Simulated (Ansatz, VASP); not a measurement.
# Two plane-wave programs on Si8O15 (a cell with a defect)

```
Si O
1.0
    -0.25789    5.25627    5.86521
     5.14486   -0.07554    5.86521
     4.90106    5.33180    0.00000
Si O
8 15
Direct
  0.06170 0.04084 0.21029
  0.23412 0.59553 0.26683
  0.17931 0.92618 0.52443
  0.34155 0.20066 0.14998
  0.56544 0.54390 0.66190
  0.73282 0.09620 0.74506
  0.68278 0.43008 0.06565
  0.83723 0.69619 0.65404
  0.33412 0.69473 0.63498
  0.23428 0.43574 0.18054
  0.57955 0.44771 0.90617
  0.19537 0.18527 0.06274
  0.32899 0.05459 0.39502
  0.97698 0.01490 0.72610
  0.65801 0.33271 0.58982
  0.57811 0.09663 0.99117
  0.82994 0.19853 0.17365
  0.73817 0.94148 0.64595
  0.71380 0.67039 0.54684
  0.81540 0.57195 0.90682
  0.47316 0.52719 0.25491
  0.14633 0.83711 0.12604
  0.08361 0.60144 0.51480
```

Alike in both runs: functional LDA; k mesh 2 × 2 × 2; occupations gaussian, width 0.02 eV; no spin polarisation.

Ansatz relaxed the structure, and its values are those at the end. VASP's run is a single point on that final structure, the one shown.

```csv
,VASP,Ansatz
version,VASP 6.6.1,Ansatz 0.2.0
potentials or method,"VASP PAW LDA potentials, release 64 (Si, O)","scalar-relativistic, plane waves, PAW"
plane-wave cutoff (eV),520,420
valence electrons in the cell,122,122
```

```tsv
	VASP	Ansatz	Ansatz less VASP
gap on the k mesh at the Fermi level (eV)	4.63	4.63	-0.002
rms of the force components (eV/Å)	0.026	0.003	-0.0230
```

Ansatz warned: «pseudo_functional_mismatch».

Caveats: the k mesh is coarse (spacing up to 0.51 Å⁻¹), so the values aren't converged. A hybrid or GW would open this gap; LDA tends to underestimate it.
